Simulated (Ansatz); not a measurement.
## CdTe under changes of volume

One of the cells (32.922 Å³/atom); the others are scaled copies at fixed shape and fractional positions:

```
Te Cd
1.0
     0.00000    3.20500    3.20500
     3.20500    0.00000    3.20500
     3.20500    3.20500    0.00000
Te Cd
1 1
Cartesian
  4.8075 4.8075 4.8075
  0.0000 0.0000 0.0000
```

```yaml
Program: Ansatz 0.2.0
Functional: PBE
Dispersion: D3(BJ)
Potentials_or_basis: Ansatz PAW
Cutoff: "420 eV (not typed: the program's choice for these potentials)"
k_mesh: 7 × 7 × 7
Occupations: fermi-dirac, width 0.05 eV
Spin: no spin polarisation
```

```csv
volume (Å³/atom),energy over the lowest point (meV/atom),pressure (GPa),gap on the mesh (eV)
30.947,59.25,5.8,1.06
31.605,38.09,4.5,1.00
32.263,22.12,3.3,0.93
32.922,10.80,2.2,0.87
33.580,3.61,1.3,0.81
34.239,?,?,?
34.897,0.00,-0.3,0.70
```

Task: What does the run at 34.239 Å³/atom give?

Result: Energy over the lowest point 0.16 meV/atom; pressure 0.4 GPa; gap on the mesh 0.75 eV.

Worked out: A Birch-Murnaghan fit of order 3 (a polynomial in V^(-2/3)) to the other rows has its minimum at 34.60 Å³/atom with B0 = V·E''(V) = 40 GPa and B' = 4.9. It gives 0.15 meV/atom at 34.239 Å³/atom, against the run's 0.16, and -dE/dV = 0.4 GPa, against 0.4. A straight line through the other rows of the gap, of slope -3.02 eV per unit of ln V (its deformation potential), gives 0.75 eV, against the run's 0.75.

Energies are extrapolated to zero smearing.

Caveats: odd divisions of the mesh miss points on the zone boundary, where band edges often lie, so the gap on the mesh can be too wide; spin-orbit coupling is left out, which moves the levels of the heavy elements.
